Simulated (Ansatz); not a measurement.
# HfN: the cost of one run

Computed with Ansatz 0.2.0 (DFT PBE+D3(BJ), scalar-relativistic, plane waves, PAW, unless a step's input says otherwise).

1 further run of the same task is left out (set aside as unsound or not needed).

### 1 The structure to begin with

It takes space group Fm-3m (No. 225, cubic). The conventional cell has a = 4.517 Å, b = 4.517 Å, c = 4.517 Å, α = 90.00°, β = 90.00°, γ = 90.00°. Around Hf (site symmetry m-3m) lie 6 N at 2.26 Å. N (site symmetry m-3m) is surrounded by 6 Hf at 2.26 Å.

Coordinates:

```
CELL_PARAMETERS angstrom
0.00000 2.25843 2.25843
2.25843 0.00000 2.25843
2.25843 2.25843 0.00000
ATOMIC_POSITIONS crystal
Hf 0.00000 0.00000 0.00000
N 0.50000 0.50000 0.50000
```

This cell was relaxed beforehand with the same method: volume 11.52 Å³/atom, gap on the mesh none (metal).

### 2 The slab

Planes are indexed in the bulk's conventional cell (Fm-3m (No. 225)), a = 4.517 Å, b = 4.517 Å, c = 4.517 Å, α = 90.00°, β = 90.00°, γ = 90.00°.

A (100) slab, 4.5 Å thick as cut, with 16 Å of vacuum, in a 2×2 surface cell; its outer planes are HfN (top) and HfN (bottom).

The slab as cut. Its planes from the bottom up:

```tsv
plane	atoms per cell	height over the lowest (Å)
1	Hf4N4	0.00
2	Hf4N4	2.26
3	Hf4N4	4.52
```

### 3 Relaxing the clean slab

Input file input.yaml:

```yaml
crystal:
  lattice:
    - [6.3878118647, 0.0, 0.0]
    - [0.0, 6.3878118647, 0.0]
    - [0.0, 0.0, 20.5168650865]
  atoms:
    - { symbol: Hf, position: [0.25, 0.25, 0.3899231177] }
    - { symbol: Hf, position: [0.25, 0.75, 0.3899231177] }
    - { symbol: Hf, position: [0.75, 0.25, 0.3899231177] }
    - { symbol: Hf, position: [0.75, 0.75, 0.3899231177] }
    - { symbol: "N", position: [0.5, 0.5, 0.3899231177] }
    - { symbol: "N", position: [0.5, 0.0, 0.3899231177] }
    - { symbol: "N", position: [0.0, 0.5, 0.3899231177] }
    - { symbol: "N", position: [0.0, 0.0, 0.3899231177] }
    - { symbol: Hf, position: [0.5, 0.5, 0.5] }
    - { symbol: Hf, position: [0.5, 0.0, 0.5] }
    - { symbol: Hf, position: [0.0, 0.5, 0.5] }
    - { symbol: Hf, position: [0.0, 0.0, 0.5] }
    - { symbol: "N", position: [0.75, 0.75, 0.5] }
    - { symbol: "N", position: [0.75, 0.25, 0.5] }
    - { symbol: "N", position: [0.25, 0.75, 0.5] }
    - { symbol: "N", position: [0.25, 0.25, 0.5] }
    - { symbol: Hf, position: [0.75, 0.75, 0.6100768823] }
    - { symbol: Hf, position: [0.75, 0.25, 0.6100768823] }
    - { symbol: Hf, position: [0.25, 0.75, 0.6100768823] }
    - { symbol: Hf, position: [0.25, 0.25, 0.6100768823] }
    - { symbol: "N", position: [0.0, 0.0, 0.6100768823] }
    - { symbol: "N", position: [0.0, 0.5, 0.6100768823] }
    - { symbol: "N", position: [0.5, 0.0, 0.6100768823] }
    - { symbol: "N", position: [0.5, 0.5, 0.6100768823] }
basis:
  ecutwfc: 420
kpoints:
  mp_grid: { grid: [3, 3, 1] }
hamiltonian:
  xc: pbe
  dispersion: d3bj
scf:
  occupations: { method: gaussian, width: 0.1 }
output:
  forces: true
  eigenvalues: true
  write_density: true
  write_potential: true
  elf: true
  volumetric_format: npy
relax:
  adjacent_minimum: "off"
  f_tol: 0.03
  max_steps: 70
  constraints: [{ sites: [0, 1, 2, 3, 4, 5, 6, 7] }]
efield:
  axis: 3
  dipole_correction: true
  ramp_width: 0.04
```

Command:

```
$ ansatz run input.yaml --threads 4 --pin off --max-ram 12288MiB --backend cpu --events-out ev --progress --plain --runs-dir out
```

Q: Estimate wall time and peak memory on 4 threads of Arm Neoverse V1, shared host.

About 2.2 min, with a peak of 2.4 GiB.
